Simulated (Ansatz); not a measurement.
I need a phonon calculation by linear response of NaI, space group Pmma. Use Ansatz's Python interface. Settings: LDA, PAW, cutoff 320 eV, 4×4×4 k-points, fixed occupations.

```
Na I
1.0
     4.62221    0.00000    0.00000
     0.00000    4.26970    0.00000
     0.00000    0.00000    7.79838
Na I
2 2
Cartesian
  1.1556 2.1349 2.1448
  3.4667 2.1349 5.6536
  1.1556 0.0000 5.7897
  3.4667 0.0000 2.0087
```

`nai.py`:
```python
'''DFPT phonons of NaI.'''

from dataclasses import dataclass
from pathlib import Path
import warnings

import ansatz
from ase import Atoms
import numpy as np


@dataclass(frozen=True)
class RunConfig:
    xc: str = 'LDA'
    cutoff_ev: int = 320
    mixing_beta: float = 0.1
    scf_tol: float = 1e-09
    extra_bands: int = 6
    mesh: tuple[int, ...] = (4, 4, 4)


settings = RunConfig()

warnings.simplefilter('ignore', ansatz.DeckWarning)

atoms = Atoms(
    ['Na', 'Na', 'I', 'I'],
    scaled_positions=[
        (0.25, 0.5, 0.275031),
        (0.75, 0.5, 0.724969),
        (0.25, 0.0, 0.742427),
        (0.75, 0.0, 0.257573),
    ],
    cell=[
        (4.622209, 0.0, 0.0),
        (0.0, 4.269702, 0.0),
        (0.0, 0.0, 7.798384),
    ],
    pbc=True,
)
nai = ansatz.Crystal.from_ase(atoms)

calc = (
    nai.calculation()
    .functional(settings.xc)
    .pseudopotentials('paw')
    .basis(settings.cutoff_ev, density_ratio=8)
    .accuracy('medium')
    .occupations(ansatz.OccupationsMethod.FIXED)
    .mixing('msr1', beta=settings.mixing_beta)
    .scf(tolerance=settings.scf_tol, extra_bands=settings.extra_bands)
    .kpoints(*settings.mesh)
    .phonons('dfpt')
)
done = calc.run(runs_dir='runs')
ph = done.phonons

print('Gamma modes (1/cm):', ' '.join(f'{w:.1f}' for w in ph.gamma_omega_inv_cm))
print('in meV:', ' '.join(f'{w * 0.1239842:.2f}' for w in ph.gamma_omega_inv_cm))
```

```console
$ python nai.py
Gamma modes (1/cm): -41.8 -34.2 0.0 0.0 0.0 16.4 36.4 73.9 109.8 110.5 126.0 130.1
in meV: -5.19 -4.24 0.00 0.00 0.00 2.04 4.52 9.16 13.61 13.71 15.63 16.13
```

What to keep in mind:
- These settings explore the input space; cutoff and mesh may be short of convergence.
- The cutoff lies under the one recommended for these potentials.
- The cell isn't relaxed first, so the values belong to this volume.
- A negative frequency stands for an imaginary mode.
- No non-analytic term is added, so at the zone centre the longitudinal optical modes of a polar crystal aren't split off.
- This cell is a computed structure, which may not be the phase found in nature.
- The structure is taken as given; imaginary modes can come from an unrelaxed or unstable start.
- The script silences the warnings on its input, which a real study should read.
- Finished in 66 s on 1 thread of Arm Neoverse V2, on a shared host, peak memory 0.71 GiB.

(Lines on the test bed's own set-up are left out of the output.)
